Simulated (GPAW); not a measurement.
Runs of GPAW 26.7.0 on CsSnI3. Symmetry: Pm-3m, No. 221, cubic system. Conventional cell: a = 6.206 Å, b = 6.206 Å, c = 6.206 Å, α = 90.00°, β = 90.00°, γ = 90.00°. Around Cs (site symmetry m-3m) lie 12 I at 4.39 Å. Around I (site symmetry 4/mmm) lie 2 Sn at 3.10 Å. Sn (site symmetry m-3m) has 6 I at 3.10 Å as nearest neighbours. 

```csv
level,gap on the mesh (eV),pressure (GPa),relaxed volume (Å³/atom)
PBEsol,1.68,0.0,(b)
PBEsol+D4,1.66,0.0,44.62
PBEsol+D3(BJ),1.64,0.0,(a)
PBEsol+D3,1.66,0.0,44.80
PBEsol+D3(BJ)+ATM,1.64,0.0,43.88
```

Alike in all rows: task relaxation of cell and atoms; potentials or basis PAW data sets generated in the run's folder for this functional, pw; no spin polarisation; cell relaxed; k mesh 5 × 5 × 5; cutoff (eV) 600; smearing fermi-dirac 0.05 eV.

Task: Estimate the missing entries.

Result: (a) 43.72; (b) 45.72.

Caveats: later steps reuse the first step's grids; spin-orbit coupling is left out, which moves the levels of the heavy elements; an odd mesh through Γ misses points on the zone boundary, where band edges often lie.

A k mesh can miss the band edges, and the runs leave out spin-orbit coupling on Cs, I, Sn.
